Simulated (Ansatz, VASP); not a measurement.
This is a calculation of InPd for VASP 6.6.1.

File INCAR:

```
PREC = Accurate
ENCUT = 600
EDIFF = 1E-6
ISMEAR = -1
SIGMA = 0.05
LREAL = F
LASPH = T
NELM = 80
ALGO = Fast
ISIF = 3
LWAVE = F
LCHARG = F
GGA = RE
IVDW = 12
IBRION = 2
NSW = 40
EDIFFG = -0.02
```

The input KPOINTS:

```
regular mesh
0
Gamma
  8 8 8
```

Contents of POSCAR:

```
InPd
1.0
    3.2718847800      0.0000000000      0.0000000000
    0.0000000000      3.2718847800      0.0000000000
    0.0000000000      0.0000000000      3.2718847800
In Pd
1 1
Direct
    0.0000000000      0.0000000000      0.0000000000
    0.5000000000      0.5000000000      0.5000000000
```

Potentials or basis: VASP PAW PBE potentials, release 64 (In_d, Pd).

Run with:

```bash
$ cat potpaw_PBE.64/In_d/POTCAR potpaw_PBE.64/Pd/POTCAR > POTCAR
$ mpirun -np 1 vasp_std > vasp.out
```

**Question.** Translate it to Ansatz 0.2.0. Potentials there: Ansatz PAW.

**Answer.** As run (the cutoff follows the program's own potentials):

Contents of input.yaml:

```yaml
crystal:
  lattice:
    - [3.27188478, 0.0, 0.0]
    - [0.0, 3.27188478, 0.0]
    - [0.0, 0.0, 3.27188478]
  atoms:
    - { symbol: In, position: [0.0, 0.0, 0.0] }
    - { symbol: Pd, position: [0.5, 0.5, 0.5] }
hamiltonian:
  xc: revpbe
  pseudopotentials: { kind: paw }
  dispersion: d3bj
kpoints:
  mp_grid: { grid: [8, 8, 8] }
scf:
  occupations: { method: fermi_dirac, width: 0.05 }
output:
  forces: true
  stress: true
  eigenvalues: true
relax:
  f_tol: 0.01
  max_steps: 40
  cell: { stress_tol: 0.05 }
```

Potentials or basis: Ansatz PAW.

Run with:

```console
$ ansatz run input.yaml --threads 2 --pin off --max-ram 5632MiB --backend cpu --events-out ev --progress --plain --runs-dir out
```

Both were run:

|  | VASP | Ansatz | Ansatz less VASP |
| --- | --- | --- | --- |
| gap on the k mesh at the Fermi level, each at its own relaxed structure (eV) | none | none | - |
| relaxed volume (Å³/atom) | 17.02 | 17.03 | +0.009 |
| relaxed cell length with the largest relative difference (Å) | 3.241 | 3.242 | +0.0006 |
| energy change over the relaxation (meV/atom) | -5 | -5 | -0.3 |

A gap of «none» marks a metal or a gap that the smearing closes. The two sets of potentials don't hold the same shells in valence.

Caveats: pairwise dispersion overbinds metals, which lowers pressure and volume; the PAW data sets were made with another functional, which shifts forces and pressure a little (VASP); the plane-wave basis is chosen anew once the cell has moved, so the energies of steps on either side of that aren't comparable (Ansatz); the PAW data sets come from PBE, with cores solved anew for the run's functional, which leaves a small shift of forces and pressure (Ansatz).
